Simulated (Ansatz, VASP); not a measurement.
# One calculation of BN, two programs

```
B N
1.0
     3.62600    0.00000    0.00000
     0.00000   -3.62600    0.00000
     0.00000    0.00000   -3.62600
B N
4 4
Cartesian
  0.0000 -1.8130 -1.8130
  1.8130 0.0000 -1.8130
  1.8130 -1.8130 0.0000
  0.0000 0.0000 0.0000
  2.7195 -2.7195 -2.7195
  0.9065 -0.9065 -2.7195
  0.9065 -2.7195 -0.9065
  2.7195 -0.9065 -0.9065
```

Alike in both runs: task single point; functional r2SCAN; k mesh 6 × 6 × 6; occupations gaussian, width 0.05 eV; no spin polarisation.

|  | VASP | Ansatz |
| --- | --- | --- |
| version | VASP 6.6.1 | Ansatz 0.2.0 |
| potentials or method | VASP PAW PBE potentials, release 64 (B, N) | scalar-relativistic, plane waves, PAW |
| plane-wave cutoff (eV) | 520 | 500 |
| valence electrons in the cell | 32 | 32 |

Ansatz gave:

```
gap on the k mesh at the Fermi level (eV) : 4.99
least direct gap on the mesh (eV)         : 4.99
pressure (GPa)                            : -5.2
```

Question: Which values does VASP return?

Answer: gap on the k mesh at the Fermi level (eV): 4.96; least direct gap on the mesh (eV): 4.96; pressure (GPa): -4.1.

Caveats: the PAW data sets were made with another functional, which shifts forces and pressure a little (VASP). A k mesh can miss the band edges.
